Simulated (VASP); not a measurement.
# Hf (P6_3/mmc) in VASP: notebook

One crystal, Hf, is run at these levels: LDA, PBE, PBEsol, RPBE, revPBE; tasks: band structure.

Everything below comes from runs of VASP 6.6.1. Logs are shortened: lines on timing, memory, paths and dates and some standing lists are left out, and cuts for length are marked.

## (1) The crystal as given

Symmetry: P6_3/mmc, No. 194, hexagonal system. Conventional cell: a = 3.197 Å, b = 3.197 Å, c = 5.058 Å, α = 90.00°, β = 90.00°, γ = 120.00°. Around Hf (site symmetry -6m2) lie 12 Hf at 3.13 to 3.20 Å.

## (2) Band structure, LDA

File INCAR:

```
  ALGO = Fast
  EDIFF = 1E-7
  ENCUT = 520
  ISIF = 2
  ISMEAR = -1
  LASPH = T
  LCHARG = F
  LMAXMIX = 4
  LREAL = F
  LWAVE = F
  NELM = 80
  PREC = Accurate
  SIGMA = 0.05
```

File KPOINTS:

```
k-points
0
Gamma
  10 10 5
```

File POSCAR:

```
Hf
1.0
    3.1967000000      0.0000000000      0.0000000000
   -1.5983500000      2.7684234083      0.0000000000
    0.0000000000      0.0000000000      5.0578000000
Hf
2
Direct
    0.6666666667      0.3333333333      0.7500000000
    0.3333333333      0.6666666667      0.2500000000
```

File KPOINTS_OPT:

```
path GMKGALHA,LM,KH
10
line-mode
reciprocal
 0.0000000000  0.0000000000  0.0000000000  G
 0.5000000000  0.0000000000  0.0000000000  M

 0.5000000000  0.0000000000  0.0000000000  M
 0.3333333333  0.3333333333  0.0000000000  K

 0.3333333333  0.3333333333  0.0000000000  K
 0.0000000000  0.0000000000  0.0000000000  G

 0.0000000000  0.0000000000  0.0000000000  G
 0.0000000000  0.0000000000  0.5000000000  A

 0.0000000000  0.0000000000  0.5000000000  A
 0.5000000000  0.0000000000  0.5000000000  L

 0.5000000000  0.0000000000  0.5000000000  L
 0.3333333333  0.3333333333  0.5000000000  H

 0.3333333333  0.3333333333  0.5000000000  H
 0.0000000000  0.0000000000  0.5000000000  A

 0.5000000000  0.0000000000  0.5000000000  L
 0.5000000000  0.0000000000  0.0000000000  M

 0.3333333333  0.3333333333  0.0000000000  K
 0.3333333333  0.3333333333  0.5000000000  H
```

Potentials or basis: VASP PAW LDA potentials, release 64 (Hf_pv).

On the command line:

```sh
$ cat potpaw_LDA.64/Hf_pv/POTCAR > POTCAR
$ mpirun -np 1 vasp_std > vasp.out
```

OUTCAR:

```text
EDIFF = 1E-7
   ENCUT = 520
   ISIF = 2
   ISMEAR = -1
   LASPH = T
   LREAL = F
   NELM = 80
   PREC = Accurate

 ion  position               nearest neighbor table
   1  0.667  0.333  0.750-   2 3.13   2 3.13   2 3.13   2 3.13   2 3.13   2 3.13
   2  0.333  0.667  0.250-   1 3.13   1 3.13   1 3.13   1 3.13   1 3.13   1 3.13

  LATTYP: Found a hexagonal cell.
 ALAT       =     3.1967000000
 C/A-ratio  =     1.5821941377

  Lattice vectors:

 A1 = (   3.1967000000,   0.0000000000,   0.0000000000)
 A2 = (  -1.5983500000,   2.7684234083,   0.0000000000)
 A3 = (   0.0000000000,   0.0000000000,   5.0578000000)

Analysis of symmetry for initial positions (statically):
=====================================================================
 Subroutine PRICEL returns:
 Original cell was already a primitive cell.

 Routine SETGRP: Setting up the symmetry group for a
 hexagonal supercell.

 Subroutine GETGRP returns: Found 24 space group operations
 (whereof 12 operations were pure point group operations)
 out of a pool of 24 trial point group operations.

The static configuration has the point symmetry D_3d.
 The point group associated with its full space group is D_6h.

Analysis of symmetry for dynamics (positions and initial velocities):
=====================================================================
 Subroutine PRICEL returns:
 Original cell was already a primitive cell.

 Routine SETGRP: Setting up the symmetry group for a
 hexagonal supercell.

 Subroutine GETGRP returns: Found 24 space group operations
 (whereof 12 operations were pure point group operations)
 out of a pool of 24 trial point group operations.

The dynamic configuration has the point symmetry D_3d.
 The point group associated with its full space group is D_6h.

 Subroutine INISYM returns: Found 24 space group operations
 (whereof 12 operations are pure point group operations),
 and found     1 'primitive' translations

----------------------------------------------------------------------------------------

                                     Primitive cell

  volume of cell :      44.7606

  direct lattice vectors                    reciprocal lattice vectors
     3.196700000  0.000000000  0.000000000     0.312822598  0.180608211  0.000000000
    -1.598350000  2.768423408  0.000000000     0.000000000  0.361216423  0.000000000
     0.000000000  0.000000000  5.057800000     0.000000000  0.000000000  0.197714421

  length of vectors
     3.196700000  3.196700000  5.057800000     0.361216423  0.361216423  0.197714421

  position of ions in fractional coordinates (direct lattice)
     0.666666667  0.333333333  0.750000000
     0.333333333  0.666666667  0.250000000

  ion indices of the primitive-cell ions
   primitive index   ion index
                 1           1
                 2           2

----------------------------------------------------------------------------------------

 KPOINTS: k-points

Automatic generation of k-mesh.
 Grid dimensions read from file:
 generate k-points for:   10   10    5

 Generating k-lattice:

  Cartesian coordinates                     Fractional coordinates (reciprocal lattice)
     0.031282260  0.018060821  0.000000000     0.100000000 -0.000000000  0.000000000
     0.000000000  0.036121642  0.000000000     0.000000000  0.100000000  0.000000000
     0.000000000  0.000000000  0.039542884     0.000000000  0.000000000  0.200000000

  Length of vectors
     0.036121642  0.036121642  0.039542884

  Shift w.r.t. Gamma in fractional coordinates (k-lattice)
     0.000000000  0.000000000  0.000000000

 Subroutine IBZKPT returns following result:
 ===========================================

 Found     42 irreducible k-points:

 Following reciprocal coordinates:
            Coordinates               Weight
  0.000000  0.000000  0.000000      1.000000
  0.100000  0.000000  0.000000      6.000000
  0.200000  0.000000  0.000000      6.000000
  0.300000  0.000000  0.000000      6.000000
  0.400000  0.000000  0.000000      6.000000
  0.500000  0.000000  0.000000      3.000000
[... 16 lines left out ...]
  0.300000  0.100000  0.200000     24.000000
  0.400000  0.100000  0.200000     24.000000
 [... further k-points ...]
   k-points           NKPTS =     42   k-points in BZ     NKDIM =     42   number of bands    NBANDS=     14
   number of dos      NEDOS =    301   number of ions     NIONS =      2
   total plane-waves  NPLWV =  23040
   dimension x,y,z NGX =    24 NGY =   24 NGZ =   40
   dimension x,y,z NGXF=    48 NGYF=   48 NGZF=   80
   ions per type =               2
   NGX,Y,Z   is equivalent  to a cutoff of  12.48, 12.48, 13.15 a.u.
   NGXF,Y,Z  is equivalent  to a cutoff of  24.96, 24.96, 26.30 a.u.
 SYSTEM =  unknown system
   PREC   = accura    normal or accurate (medium, high low for compatibility)
   ISTART =      0    job   : 0-new  1-cont  2-samecut
   ICHARG =      2    charge: 1-file 2-atom 10-const
   ISPIN  =      1    spin polarized calculation?
   LNONCOLLINEAR =      F non collinear calculations
   LSORBIT =      F    spin-orbit coupling
   LASPH  =      T    aspherical Exc in radial PAW
   ENCUT  =  520.0 eV  38.22 Ry    6.18 a.u.   5.94  5.94  9.40*2*pi/ulx,y,z
   NELM   =     80;   NELMIN=  2; NELMDL= -5     # of ELM steps
   EDIFF  = 0.1E-06   stopping-criterion for ELM
   LREAL  =      F    real-space projection
   EDIFFG = 0.1E-05   stopping-criterion for IOM
   NSW    =      0    number of steps for IOM
   IBRION =     -1    ionic relax: 0-MD 1-quasi-New 2-CG
   NFREE  =      0    steps in history (QN), initial steepest desc. (CG)
   ISIF   =      2    stress and relaxation
   ISYM   =      2    0-nonsym 1-usesym 2-fastsym
   POTIM  = 0.5000    time-step for ionic-motion
   TEBEG  =    0.0;   TEEND  =   0.0 temperature during run
   PSTRESS=    0.0 pullay stress
   NELECT =      20.0000    total number of electrons
   NUPDOWN=      -1.0000    fix difference up-down
   EMIN   =  10.00;   EMAX   =-10.00  energy-range for DOS
   EFERMI =   0.00;   METHOD = LEGACY
   ISMEAR =    -1;   SIGMA  =   0.05  broadening in eV -4-tet -1-fermi 0-gaus
   EFERMI_NEDOS =   21; number of points for ismear=-14 and -15
   IALGO  =     68    algorithm
   IMIX   =      4    mixing-type and parameters
     AMIX     =   0.40;   BMIX     =  1.00
     AMIX_MAG =   1.60;   BMIX_MAG =  1.00
  volume/ion in A,a.u.               =      22.38       151.03
  Fermi-wavevector in a.u.,A,eV,Ry     =   1.251563  2.365112 21.312311  1.566411
  Thomas-Fermi vector in A             =   2.385505
   LORBIT       =      0    0 simple, 1 ext, 2 COOP (PROOUT), +10 PAW based schemes
   GGA     = CA    functional components
   LHFCALC =     F    Hartree Fock is set to
   AEXX    =    0.0000 exact exchange contribution
   IVDW    =     0    specifies the selected vdW correction
   LEPSILON=     F    determine dielectric tensor
   LRPA    =     F    only Hartree local field effects (RPA)
 non-spin polarized calculation
 RMM-DIIS sequential band-by-band and
  energy-cutoff  :      520.00
  volume of cell :       44.76
 maximum number of plane-waves:      1220
 NGX is ok and might be reduce to    24
   NGX = 11   NGY = 11   NGZ = 19

 number of electron      20.0000004 magnetization

 Free energy of the ion-electron system (eV)
  ---------------------------------------------------
  ext. energy  EPLUGINS =         0.00000000
  ---------------------------------------------------
  free energy    TOTEN  =       -21.32025194 eV

  energy without entropy =      -21.30977930  energy(sigma->0) =      -21.31501562

 E-fermi :   4.7650     XC(G=0): -11.4692

 val. band max:        4.7346858751   @ k =   0.1000   0.1000   0.2000
 cond. band min:       4.7680642263   @ k =   0.0000   0.0000   0.4000
 fundamental gap:      0.0333783511
 Fermi energy:         4.7649997106

 k-point     1 :       0.0000    0.0000    0.0000
  band No.  band energies     occupation
      1     -26.1530      2.00000
      2     -25.3921      2.00000
      3     -25.3921      2.00000
      4     -25.2679      2.00000
      5     -25.2613      2.00000
      6     -25.2613      2.00000
      7      -2.5283      2.00000
      8       1.0818      2.00000
      9       5.5809      0.00000
     10       5.8961      0.00000
     11       5.8961      0.00000
     12       6.1689      0.00000
     13       6.7060      0.00000
     14       6.7060      0.00000

 k-point     2 :       0.1000    0.0000    0.0000
  band No.  band energies     occupation
      1     -26.1268      2.00000
      2     -25.4478      2.00000
      3     -25.4108      2.00000
      4     -25.3199      2.00000
      5     -25.2801      2.00000
      6     -25.2689      2.00000
      7      -2.2262      2.00000
      8       1.3783      2.00000
      9       5.1591      0.00076
     10       5.2709      0.00008
     11       6.1808      0.00000
     12       6.3764      0.00000
     13       6.6664      0.00000
     14       6.9761      0.00000

 k-point     3 :       0.2000    0.0000    0.0000
  band No.  band energies     occupation
      1     -26.0532      2.00000
      2     -25.5935      2.00000
      3     -25.4679      2.00000
      4     -25.4574      2.00000
      5     -25.3168      2.00000
      6     -25.2903      2.00000
      7      -1.3855      2.00000
      8       2.1060      2.00000
      9       4.2469      1.99994
     10       4.4869      1.99234
     11       5.7511      0.00000
     12       6.4652      0.00000
     13       6.5005      0.00000
     14       7.0116      0.00000
[... 324 lines left out ...]
 k-point    23 :       0.3000    0.1000    0.2000
  band No.  band energies     occupation
      1     -25.9570      2.00000
      2     -25.8073      2.00000
      3     -25.6882      2.00000
      4     -25.5437      2.00000
      5     -25.4158      2.00000
      6     -25.3725      2.00000
      7       0.7126      2.00000
      8       2.5289      2.00000
      9       3.0698      2.00000
     10       4.0561      2.00000
     11       5.2204      0.00022
     12       5.8484      0.00000
     13       6.0267      0.00000
     14       8.4759      0.00000

 k-point    24 :       0.4000    0.1000    0.2000
  band No.  band energies     occupation
      1     -26.0035      2.00000
      2     -25.8737      2.00000
      3     -25.6871      2.00000
      4     -25.5649      2.00000
      5     -25.4688      2.00000
      6     -25.3954      2.00000
      7       1.3483      2.00000
      8       2.3068      2.00000
      9       3.1333      2.00000
     10       3.6946      2.00000
     11       5.3769      0.00001
     12       5.8204      0.00000
     13       6.3828      0.00000
     14       9.4810      0.00000

 [... further k-points ...]

------------------------ aborting loop because EDIFF is reached ----------------------------------------

  FORCE on cell =-STRESS in cart. coord.  units (eV):
  Direction    XX          YY          ZZ          XY          YZ          ZX
  --------------------------------------------------------------------------------------
  -------------------------------------------------------------------------------------
  Total       -2.1328818     -2.1328818     -2.2633331     -0.0000000      0.0000000      0.0000000
  in kB      -76.3451267    -76.3451267    -81.0145477     -0.0000000      0.0000000      0.0000000
  external PRESSURE =     -77.9016004 kB  Pullay stress =       0.0000000 kB

 VOLUME and BASIS-vectors are now :
 -----------------------------------------------------------------------------
  energy-cutoff  :      520.00
  volume of cell :       44.76
      direct lattice vectors                 reciprocal lattice vectors
     3.196700000  0.000000000  0.000000000     0.312822598  0.180608211  0.000000000
    -1.598350000  2.768423408  0.000000000     0.000000000  0.361216423  0.000000000
     0.000000000  0.000000000  5.057800000     0.000000000  0.000000000  0.197714421

 POSITION                                       TOTAL-FORCE (eV/Angst)
 -----------------------------------------------------------------------------------
      1.59835      0.92281      3.79335        -0.000000      0.000000      0.000000
     -0.00000      1.84562      1.26445         0.000000     -0.000000      0.000000
 -----------------------------------------------------------------------------------
    total drift:                               -0.000000      0.000000     -0.000000

  FREE ENERGIE OF THE ION-ELECTRON SYSTEM (eV)
  ---------------------------------------------------
  free  energy   TOTEN  =       -21.3202519426 eV

  energy  without entropy=      -21.3097792971  energy(sigma->0) =      -21.31501562
```

Run time: 1.8 min. Hardware: 1 thread of AMD EPYC, shared host; peak memory 0.13 GiB.

Results:

```
Free energy             : -21.3203 eV
Pressure                : -7.8 GPa
Band gap along the path : none (metal or under the smearing width)
```

Levels at the corners of the path, in eV from the Fermi level:
```
point  band 6  band 7  band 8  band 9  band 10  band 11  band 12  band 13  band 14
    Γ  -30.03   -7.29   -3.68    0.82     1.13     1.13     1.40     1.94     1.94
    M  -30.12   -3.31   -2.73   -2.21    -0.68     0.73     0.88     1.67     5.81
    M  -30.12   -3.31   -2.73   -2.21    -0.68     0.73     0.88     1.67     5.81
    K  -30.35   -2.13   -1.74   -1.74    -1.36     0.36     0.36     2.03     5.15
    K  -30.35   -2.13   -1.74   -1.74    -1.36     0.36     0.36     2.03     5.15
    Γ  -30.03   -7.29   -3.68    0.82     1.13     1.13     1.40     1.94     1.94
    Γ  -30.03   -7.29   -3.68    0.82     1.13     1.13     1.40     1.94     1.94
    A  -30.09   -5.31   -5.31    0.15     0.15     1.02     1.02     1.02     1.02
    A  -30.09   -5.31   -5.31    0.15     0.15     1.02     1.02     1.02     1.02
    L  -30.23   -3.38   -3.38   -0.99    -0.99     1.30     1.30     2.59     2.59
    L  -30.23   -3.38   -3.38   -0.99    -0.99     1.30     1.30     2.59     2.59
    H  -30.17   -1.77   -1.77   -1.41    -1.41    -0.12    -0.12     2.46     2.46
    H  -30.17   -1.77   -1.77   -1.41    -1.41    -0.12    -0.12     2.46     2.46
    A  -30.09   -5.31   -5.31    0.15     0.15     1.02     1.02     1.02     1.02
    L  -30.23   -3.38   -3.38   -0.99    -0.99     1.30     1.30     2.59     2.59
    M  -30.12   -3.31   -2.73   -2.21    -0.68     0.73     0.88     1.67     5.82
    K  -30.35   -2.13   -1.74   -1.74    -1.36     0.36     0.36     2.03     5.15
    H  -30.17   -1.77   -1.77   -1.41    -1.41    -0.12    -0.12     2.46     2.46
```

Caveat: spin-orbit coupling is left out, which moves the levels of the heavy elements.

## (3) Band structure, PBE

Edit INCAR of step 2 so:

```diff
@@ -3,2 +3,3 @@
   ENCUT = 520
+  GGA = PE
   ISIF = 2
```

KPOINTS is that of step 2.

POSCAR is that of step 2.

KPOINTS_OPT is that of step 2.

Potentials or basis: VASP PAW PBE potentials, release 64 (Hf_pv).

On the command line:

```sh
$ cat potpaw_PBE.64/Hf_pv/POTCAR > POTCAR
$ mpirun -np 1 vasp_std > vasp.out
```

Run time: 1.7 min. Hardware: 1 thread of AMD EPYC, shared host; peak memory 0.15 GiB.

The run converged. Its results:

- Free energy: -19.8551 eV
- Pressure: 0.2 GPa
- Band gap along the path: none (metal or under the smearing width)

Stress tensor (GPa, compression positive):
```
 0.30  0.00  0.00
 0.00  0.30  0.00
 0.00  0.00 -0.14
```

Levels at the corners of the path, in eV from the Fermi level:
```csv
point,band 8,band 9,band 10,band 11,band 12,band 13
Γ,-3.70,0.65,1.19,1.19,1.47,2.01
M,-2.73,-2.22,-0.79,0.80,0.88,1.69
M,-2.73,-2.22,-0.79,0.80,0.88,1.69
K,-1.79,-1.79,-1.42,0.38,0.38,2.06
K,-1.79,-1.79,-1.42,0.38,0.38,2.06
Γ,-3.70,0.65,1.19,1.19,1.47,2.01
Γ,-3.70,0.65,1.19,1.19,1.47,2.01
A,-5.39,0.16,0.16,1.08,1.08,1.08
A,-5.39,0.16,0.16,1.08,1.08,1.08
L,-3.39,-0.97,-0.97,1.19,1.19,2.66
L,-3.39,-0.97,-0.97,1.19,1.19,2.66
H,-1.75,-1.45,-1.45,-0.19,-0.19,2.53
H,-1.75,-1.45,-1.45,-0.19,-0.19,2.53
A,-5.39,0.16,0.16,1.08,1.08,1.08
L,-3.39,-0.97,-0.97,1.19,1.19,2.66
M,-2.73,-2.22,-0.79,0.80,0.88,1.69
K,-1.79,-1.79,-1.42,0.38,0.38,2.06
H,-1.75,-1.45,-1.45,-0.19,-0.19,2.53
```

Caveat: spin-orbit coupling is left out, which moves the levels of the heavy elements.

(Continued in part 2 of 2.)
